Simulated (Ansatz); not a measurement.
# TaN: do energies and stresses tell the same story?

These are results of Ansatz, DFT r2SCAN, scalar-relativistic, plane waves, PAW, not measurements.

Plane waves to 500 eV, a k mesh through Γ of 16×16×16 on the computed 2-atom cell and Gaussian smearing (0.10 eV); no spin polarisation.

Relaxed cell: Fm-3m, a = 4.397 Å, b = 4.397 Å, c = 4.397 Å, α = 90.00°, β = 90.00°, γ = 90.00°, 2 atoms in the primitive cell. This rock-salt form isn't the usual stable structure of the compound.

Energies at zero smearing and pressures from the stress tensor, at volumes with shape and atoms relaxed:
```csv
V (Å³/atom),E − E(first) (meV/atom),P (GPa)
9.985,0.00,24.90
10.304,-35.73,11.44
10.623,-46.75,0.00
10.942,-36.77,-9.73
11.260,-8.92,-18.01
```

Question: Check P = −dE/dV between neighbouring volumes, and get the bulk modulus from the pressures alone.

Answer: With 1 eV/Å³ = 160.2 GPa:
```csv
middle V (Å³/atom),−ΔE/ΔV (GPa),mean P (GPa)
10.145,17.964,18.168
10.464,5.541,5.720
10.782,-5.019,-4.868
11.101,-14.003,-13.872
```

The two differ by 0.20 GPa at most. The mean of two end pressures misses the average over a step by about ΔV² P″/12, up to 0.18 GPa here; with that taken off 0.02 GPa remains. Around V = 10.623 Å³/atom, the two neighbours give B = −V ΔP/ΔV = 10.623 × 21.18 / 0.637 = 352.9 GPa, against B0 = 351.3 GPa from the Birch–Murnaghan fit of the energies.

Spin–orbit coupling is left out, which can shift energies with elements as heavy as these.